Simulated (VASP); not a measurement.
# GaN: input slips in a relaxation and what they do, part 2 of 2

Aim: see how common mistakes in a VASP relaxation show up, on GaN. The starting structure is a measured crystal structure from the Crystallography Open Database. The first relaxation on each setting starts from this cell expanded by 3 % in volume.

VASP 6.6.1.

Results so far: reference 11.36 Å³ an atom; a k mesh far too coarse 11.45 Å³ an atom; the cell held fixed (ISIF = 2) 11.87 Å³ an atom.

## Step 5: Relaxation with a cutoff far too low

Level of this step: PBEsol; plane waves and PAW (Ga_d, N) (VASP).

A slip made on purpose: a cutoff far too low. Against step 2 the input has PREC = Normal and ENCUT = 220 (also changed: NELM).

INCAR

```
SYSTEM = GaN
PREC = Normal
ENCUT = 220
EDIFF = 1E-06
NELM = 60
ISMEAR = 0
SIGMA = 0.03
LREAL = .FALSE.
ALGO = Normal
GGA = PS
NBANDS = 24
LORBIT = 11
LWAVE = .FALSE.
LCHARG = .FALSE.
KPAR = 8
IBRION = 2
NSW = 50
ISIF = 3
EDIFFG = -0.006
```

POSCAR

```
GaN
1.0
    3.2288575044      0.0000000000      0.0000000000
   -1.6144287522      2.7962726240      0.0000000000
    0.0000000000      0.0000000000      5.2585578085
Ga N
2 2
Direct
    0.3333333333      0.6666666667      0.0912000000
    0.6666666667      0.3333333333      0.5912000000
    0.3333333333      0.6666666667      0.4688000000
    0.6666666667      0.3333333333      0.9688000000
```

KPOINTS

```
Automatic mesh
0
Gamma
9 9 4
0 0 0
```

Potentials, in the order of the species: Ga_d and N (PBE family, release 64).

Command:

```bash
$ mpirun -np 8 vasp_std
```

Log:

```text
[... set-up lines as in an earlier step ...]
 entering main loop
       N       E                     dE             d eps       ncg     rms          rms(c)
DAV:   1     0.158604295640E+03    0.15860E+03   -0.11317E+04  1960   0.151E+03
DAV:   2    -0.134217255290E+02   -0.17203E+03   -0.16591E+03  1928   0.316E+02
DAV:   3    -0.277413899232E+02   -0.14320E+02   -0.14246E+02  2168   0.859E+01
DAV:   4    -0.279793991498E+02   -0.23801E+00   -0.23792E+00  2024   0.118E+01
[...]
DAV:  12    -0.259921539913E+02   -0.84999E-05   -0.75494E-05  1856   0.562E-02    0.120E-02
DAV:  13    -0.259921504935E+02    0.34978E-05   -0.75004E-06  2408   0.661E-02    0.519E-03
DAV:  14    -0.259921503416E+02    0.15183E-06   -0.18393E-06  1280   0.151E-02
   1 F= -.25992150E+02 E0= -.25992150E+02  d E =-.259922E+02
[... from here on, the cycles between the ionic steps are left out ...]
   2 F= 0.25238465E+02 E0= 0.25238465E+02  d E =0.512306E+02
   3 F= -.28475966E+02 E0= -.28475966E+02  d E =-.248382E+01
   4 F= -.28605277E+02 E0= -.28605277E+02  d E =-.261313E+01
   5 F= -.28645793E+02 E0= -.28645793E+02  d E =-.265364E+01
   6 F= -.28644920E+02 E0= -.28644920E+02  d E =-.265277E+01
   7 F= -.28643627E+02 E0= -.28643627E+02  d E =0.129375E-02
   8 F= -.28646218E+02 E0= -.28646218E+02  d E =-.129714E-02
   9 F= -.28645432E+02 E0= -.28645432E+02  d E =0.785231E-03
  10 F= -.28647349E+02 E0= -.28647349E+02  d E =-.113136E-02
  11 F= -.28647664E+02 E0= -.28647664E+02  d E =-.315175E-03
  12 F= -.28647732E+02 E0= -.28647732E+02  d E =-.383474E-03
  13 F= -.28647731E+02 E0= -.28647731E+02  d E =0.150260E-05
  14 F= -.28647804E+02 E0= -.28647804E+02  d E =-.714457E-04
[...]
reached required accuracy - stopping structural energy minimisation
```

The job ended after 5.2 s (8 MPI ranks of Intel Xeon 6975P-C (Granite Rapids), shared host; peak memory 0.87 GiB; 37 s of CPU time).

OUTCAR, selected parts (step 5):

```text
  Total        0.0004835      0.0004835     -0.0072411      0.0000000      0.0000000     -0.0000000
  in kB        0.0203013      0.0203013     -0.3040376      0.0000000      0.0000000     -0.0000000
  external PRESSURE =      -0.0878117 kB  Pullay stress =       0.0000000 kB

 POSITION                                       TOTAL-FORCE (eV/Angst)
 -----------------------------------------------------------------------------------
     -0.00000      1.73107      0.45320         0.000000      0.000000      0.000238
      1.49915      0.86554      2.90382        -0.000000     -0.000000      0.000238
     -0.00000      1.73107      2.29149         0.000000      0.000000     -0.000238
      1.49915      0.86554      4.74211        -0.000000     -0.000000     -0.000238
 -----------------------------------------------------------------------------------
    total drift:                                0.000751      0.001301     -0.034585

  FREE ENERGIE OF THE ION-ELECTRON SYSTEM (eV)
  ---------------------------------------------------
  free  energy   TOTEN  =       -28.6478038685 eV

  energy  without entropy=      -28.6478038685  energy(sigma->0) =      -28.64780387

[... 2 parts as in an earlier step ...]

[... 2 further parts left out ...]
[key lines of the parts left out:]
E-fermi :   7.6981
```

With a cutoff far too low the cell ends at 9.540 Å³ an atom, -15.99 % from the reference.

## Step 6: Relaxation with low precision and a small cutoff

A slip made on purpose: low precision and a small cutoff. Against step 2 the input has PREC = Low and ENCUT = 320 (also changed: NELM).

INCAR: that of step 5 with these lines changed.

```diff
@@ -1,4 +1,4 @@
 SYSTEM = GaN
-PREC = Normal
-ENCUT = 220
+PREC = Low
+ENCUT = 320
 EDIFF = 1E-06
```

POSCAR is that of step 5.

KPOINTS is that of step 5.

Command:

```bash
$ mpirun -np 8 vasp_std
```

Log:

```text
[... set-up lines as in an earlier step ...]
 entering main loop
       N       E                     dE             d eps       ncg     rms          rms(c)
DAV:   1     0.217169652320E+03    0.21717E+03   -0.13764E+04  1856   0.206E+03
DAV:   2    -0.468037515413E+01   -0.22185E+03   -0.21296E+03  1952   0.413E+02
DAV:   3    -0.288398739949E+02   -0.24159E+02   -0.23988E+02  2088   0.120E+02
DAV:   4    -0.294221428622E+02   -0.58227E+00   -0.58180E+00  2208   0.210E+01
[...]
DAV:  13    -0.262237665370E+02    0.24369E-04   -0.38581E-05  2144   0.638E-02    0.565E-02
DAV:  14    -0.262237633300E+02    0.32070E-05   -0.12083E-05  2656   0.290E-02    0.254E-02
DAV:  15    -0.262237628399E+02    0.49008E-06   -0.72046E-07  1104   0.112E-02
   1 F= -.26223763E+02 E0= -.26223763E+02  d E =-.262238E+02
[... from here on, the cycles between the ionic steps are left out ...]
   2 F= -.25809618E+02 E0= -.25809618E+02  d E =0.414144E+00
   3 F= -.26526867E+02 E0= -.26526867E+02  d E =-.303104E+00
   4 F= -.26527297E+02 E0= -.26527297E+02  d E =-.303534E+00
   5 F= -.26527222E+02 E0= -.26527222E+02  d E =-.303459E+00
   6 F= -.26527408E+02 E0= -.26527408E+02  d E =-.186541E-03
   7 F= -.26527506E+02 E0= -.26527506E+02  d E =-.284168E-03
   8 F= -.26527500E+02 E0= -.26527500E+02  d E =-.278802E-03
   9 F= -.26527504E+02 E0= -.26527504E+02  d E =-.282837E-03
  10 F= -.26527505E+02 E0= -.26527505E+02  d E =-.283480E-03
  11 F= -.26527629E+02 E0= -.26527629E+02  d E =-.124328E-03
  12 F= -.26527635E+02 E0= -.26527635E+02  d E =-.129601E-03
  13 F= -.26527635E+02 E0= -.26527635E+02  d E =-.129575E-03
[...]
reached required accuracy - stopping structural energy minimisation
```

Run time: 5.2 s. Hardware: 8 MPI ranks; peak memory 0.94 GiB.

OUTCAR, selected parts (step 6):

```text
  Total       -0.0137374     -0.0137374      0.0067765      0.0000000      0.0000000      0.0000000
  in kB       -0.5098775     -0.5098775      0.2515185      0.0000000      0.0000000      0.0000000
  external PRESSURE =      -0.2560788 kB  Pullay stress =       0.0000000 kB

 POSITION                                       TOTAL-FORCE (eV/Angst)
 -----------------------------------------------------------------------------------
     -0.00000      1.80509      0.46913        -0.000000     -0.000000     -0.004196
      1.56325      0.90254      3.01873         0.000000      0.000000     -0.004196
     -0.00000      1.80509      2.38641         0.000000     -0.000000      0.004196
      1.56325      0.90254      4.93600        -0.000000     -0.000000      0.004196
 -----------------------------------------------------------------------------------
    total drift:                                0.000026      0.000046      0.063501

  FREE ENERGIE OF THE ION-ELECTRON SYSTEM (eV)
  ---------------------------------------------------
  free  energy   TOTEN  =       -26.5276347072 eV

  energy  without entropy=      -26.5276347072  energy(sigma->0) =      -26.52763471

[... 2 parts as in an earlier step ...]

[... 2 further parts left out ...]
[key lines of the parts left out:]
E-fermi :   6.0345
```

With low precision and a small cutoff the cell ends at 10.792 Å³ an atom, -4.97 % from the reference.

## Step 7: All runs side by side

```
                             run  volume (Å³/atom)  change (%)  bulk modulus (GPa)  pressure left (GPa)  core minutes
                       reference            11.356           -               188.3                -0.07          3.23
         a k mesh far too coarse            11.454        0.87               182.1                 0.04           0.4
  the cell held fixed (ISIF = 2)             11.87        4.53                   -                -7.59          0.64
            a cutoff far too low              9.54      -15.99                   -                -0.01         0.693
low precision and a small cutoff            10.792       -4.97                   -                -0.03         0.693
```

Core minutes are wall time times ranks, summed over the relaxations behind a row (those for a bulk modulus apart), on shared hosts.

## Step 8: Results

```yaml
volume_of_the_reference: 11.36 Å³/atom
volume_against_the_reference_a_k_mesh_far_too_coarse: +0.87 %
volume_against_the_reference_the_cell_held_fixed: +4.53 %
volume_against_the_reference_a_cutoff_far_too_low: -15.99 %
volume_against_the_reference_low_precision_and_a_small_cutoff: -4.97 %
```

Finished, but with signs in the output that stand out against the reference: the cell held fixed (ISIF = 2), with the volume kept at the input's, +4.5 % from the reference (signs: a stress of up to 7.6 GPa); a cutoff far too low, with the volume changed by -16.0 % (signs: -82.5 GPa at the first ionic step (of the first relaxations, not shown; reference: -7.6 GPa) and an energy that rises by up to 12.8 eV an atom on the way); low precision and a small cutoff, with the volume changed by -5.0 % (signs: -20.9 GPa at the first ionic step (of the first relaxations, not shown; reference: -7.6 GPa) and an energy that rises by up to 0.1 eV an atom on the way). Finished, and of the signs looked for here (warnings, stress, forces, entropy, moments, translations away from zero, imaginary modes) none stands out against the reference by the marks set here, though the cell is off: a k mesh far too coarse, with the volume changed by +0.9 %, a by +1.4 % and c by -1.9 %. The reference was restarted once and the runs with a slip weren't, so their cells may not have settled fully. Further runs on this material are not shown.

[Lines on the potential files, build, host, timing and source positions are cut from VASP's logs without a mark.]

[Logs are printed without paths, hosts, clocks, repeated set-up lines and the standing remarks that a program may print on its own settings, such as how far it seeks lower states.]

[Hosts, paths, dates, database ids (printed as entryN), source tags and the programs' standing remarks are cut or masked in the printed files.]
